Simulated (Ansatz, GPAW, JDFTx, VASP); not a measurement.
SrO: 4 runs at one level of theory

```xyz
2
Lattice="0.0000 2.5663 2.5663 2.5663 0.0000 2.5663 2.5663 2.5663 0.0000" Properties=species:S:1:pos:R:3 pbc="T T T"
Sr    2.5663    2.5663    2.5663
O     0.0000    0.0000    0.0000
```

Alike in all runs: task single point; functional PBEsol; k mesh 9 × 9 × 9; occupations gaussian, width 0.05 eV; no spin polarisation; no spin-orbit coupling. Pressure is positive in compression and, in plane waves, holds the error of the finite cutoff.

| program and potentials | plane-wave cutoff (eV) | notes | pressure (GPa) |
| --- | --- | --- | --- |
| JDFTx, PseudoDojo-SR-PBEsol-0.4.1-standard with smoothed tails | 1143 | - | -0.75 |
| Ansatz, all-electron LAPW, scalar-relativistic | - | - | -0.55 |
| VASP, PBE PAW files O, Sr_sv, release 54, 520 eV | 520 | potentials made for PBE | 0.07 |
| GPAW, PAW data sets generated for this functional | 800 | - | ? |

Estimate from the other rows what the run with GPAW, PAW data sets generated for this functional gave.

Pressure 0.02 GPa. The other rows, which needn't bracket it: pressure -0.75 to 0.07.
